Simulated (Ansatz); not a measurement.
**Sensitivity of the gradients in ZrO2 with a Zr vacancy to the input**

Cell: a supercell of ZrO2 (fluorite type, Fm-3m) built from a COD entry (the entry's cell lengths or inner coordinates differ somewhat from later room-temperature determinations), with all atoms left at the host's positions.

```
Zr O
1.0
     0.00000    5.07000    5.07000
     5.07000    0.00000    5.07000
     5.07000    5.07000    0.00000
Zr O
7 16
Cartesian
  2.5350 2.5350 0.0000
  2.5350 0.0000 2.5350
  5.0700 2.5350 2.5350
  0.0000 2.5350 2.5350
  2.5350 5.0700 2.5350
  2.5350 2.5350 5.0700
  5.0700 5.0700 5.0700
  1.2675 1.2675 1.2675
  3.8025 3.8025 1.2675
  3.8025 1.2675 3.8025
  6.3375 3.8025 3.8025
  1.2675 3.8025 3.8025
  3.8025 6.3375 3.8025
  3.8025 3.8025 6.3375
  6.3375 6.3375 6.3375
  3.8025 3.8025 3.8025
  6.3375 6.3375 3.8025
  6.3375 3.8025 6.3375
  8.8725 6.3375 6.3375
  3.8025 6.3375 6.3375
  6.3375 8.8725 6.3375
  6.3375 6.3375 8.8725
  8.8725 8.8725 8.8725
```

Sites (sets of like atoms) are named by element and the number of their first atom in this list.

Reference run. All values are calculated (Ansatz; DFT, PBE, plane waves and PAW, scalar-relativistic, collinear spin, 420 eV cutoff, Γ-centred 3×3×3 k-points, Fermi–Dirac smearing 0.01 eV, cell charge -2), not measured. Start moments as typed (μB): 0 0 0 0 0 0 0 0.5 0.5 0.5 0 0.5 0 0 0 0 0 0 0.5 0 0.5 0.5 0.5 by atom.

(1) The input is changed as follows: `hamiltonian.hubbard`: not typed → {sites: [{species: Zr, l: d, u_eff: 6.0}], double_counting: fll}; `basis.ecutrho_ratio`: not typed → 12. What happens to V_zz (10²¹ V/m²) and η?

Answers

(1) 

| site | atom | V_zz reference | η reference | V_zz changed | η changed |
| --- | --- | --- | --- | --- | --- |
| Zr1 | 1 | 2.53 | 0.91 | 3.06 | 0.91 |
| O8 | 8 | 2.81 | 0.00 | 2.41 | 0.00 |
| O11 | 11 | 0.25 | 0.00 | 0.58 | 0.00 |

The largest change of V_zz is on Zr1, from 2.53 to 3.06. In per cent, |V_zz| changes by +21 on Zr, -14 on O (all sites that start above 2). Sites without a gradient aren't listed. Its pressure is 6 GPa, against -2 GPa in the reference run. SCF iterations: 11 and 14. New warnings: filled band counts differ across k points.

On the reference run: The defect repeats with the cell of 23 atoms, so it feels its images: sites between two images don't show the values beside a lone defect, and zeros or small values of η there can come from the images' arrangement. This high-symmetry form of ZrO2 is unstable when cold, to shifts of the oxygen columns, towards the tetragonal form. The symmetry of the cell holds that distortion back, wholly or in part, and it would change the field gradients, the more the larger the distortion. A uniform background compensates the cell's charge. The defect cell has no gap above 0.1 eV on its mesh, so the values can hang on the smearing and the k-mesh. Without spin–orbit coupling (the program notes it for Zr) the gradients can shift somewhat, as the gap is small. The neighbours have not yet relaxed around the defect (largest force 1.5 eV/Å), so a real crystal will differ.
